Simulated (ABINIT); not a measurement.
The system is BaTiO3 (Barioperovskite).

```
Ba Ti O
1.0
     3.98550    0.00000    0.00000
     0.00000    2.83690    2.84515
     0.00000   -2.83690    2.84515
Ba Ti O
1 1 3
Cartesian
  0.0000 0.0000 0.0000
  1.9928 0.0000 2.9157
  1.9928 1.3804 4.2594
  1.9928 -1.3804 4.2594
  0.0000 0.0000 2.7735
```

| Quantity | Value |
| --- | --- |
| Program | ABINIT 10.8.3 (patched build) |
| Task | relaxation of cell and atoms |
| Functional | LDA |
| Potentials or basis | PseudoDojo NC SR LDA v0.4.1 standard |
| Cutoff | 1143 eV |
| k mesh | 5 × 5 × 5 |
| Occupations | fermi-dirac, width 0.05 eV |
| Spin | no spin polarisation |

At the start: pressure -8.3 GPa; volume 12.87 Å³/atom.

Where does the relaxation end?

Over 22 steps the energy falls by 19.4 meV/atom and the volume is 12.31 Å³/atom (-4.3 %); space group Amm2 (No. 38, to 0.05 Å).

Step by step:
| step | energy change (eV) | largest force (eV/Å) | pressure (GPa) | volume (Å³) |
| --- | --- | --- | --- | --- |
| 1 | 0.0000 | 0.3300 | -8.29 | 64.34 |
| 2 | -0.0658 | 0.2427 | -3.99 | 62.72 |
| 3 | -0.0855 | 0.1995 | 0.47 | 61.26 |
| 4 | -0.0868 | 0.1875 | 0.27 | 61.32 |
| 5 | -0.0952 | 0.0821 | -0.48 | 61.58 |
| 6 | -0.0961 | 0.0777 | -0.19 | 61.50 |
| 7 | -0.0965 | 0.0627 | 0.08 | 61.43 |
| 8 | -0.0967 | 0.0463 | 0.18 | 61.42 |
| 9 | -0.0969 | 0.0321 | 0.13 | 61.46 |
| 10 | -0.0969 | 0.0256 | 0.03 | 61.50 |
| 11 | -0.0970 | 0.0193 | -0.04 | 61.53 |
| 12 | -0.0970 | 0.0108 | -0.08 | 61.55 |
| 13 | -0.0970 | 0.0114 | -0.05 | 61.55 |
| 14 | -0.0971 | 0.0105 | -0.01 | 61.54 |
| 15 | -0.0971 | 0.0087 | 0.02 | 61.53 |
| 16 | -0.0971 | 0.0069 | 0.04 | 61.53 |
| 17 | -0.0971 | 0.0040 | 0.05 | 61.53 |
| 18 | -0.0971 | 0.0011 | 0.03 | 61.54 |
| 19 | -0.0971 | 0.0005 | 0.01 | 61.55 |
| 20 | -0.0971 | 0.0004 | 0.00 | 61.55 |
| 21 | -0.0971 | 0.0003 | 0.00 | 61.56 |
| 22 | -0.0971 | 0.0002 | 0.00 | 61.56 |

Final structure:
```cif
data_structure
_symmetry_space_group_name_H-M 'P 1'
_symmetry_Int_Tables_number 1
_cell_length_a 3.9254
_cell_length_b 3.9599
_cell_length_c 3.9599
_cell_angle_alpha 89.889
_cell_angle_beta 90.000
_cell_angle_gamma 90.000
_cell_volume 61.56
loop_
_atom_site_label
_atom_site_type_symbol
_atom_site_fract_x
_atom_site_fract_y
_atom_site_fract_z
_atom_site_occupancy
Ba1 Ba 0.00000 0.00512 0.00512 1
Ti1 Ti 0.50000 0.51579 0.51579 1
O1 O 0.50000 0.98832 0.49445 1
O2 O 0.50000 0.49445 0.98832 1
O3 O 0.00000 0.49321 0.49321 1
```

Caveat: this set's barium file shifts pressures by 1 GPa against other sets; this release of the barium file is off.
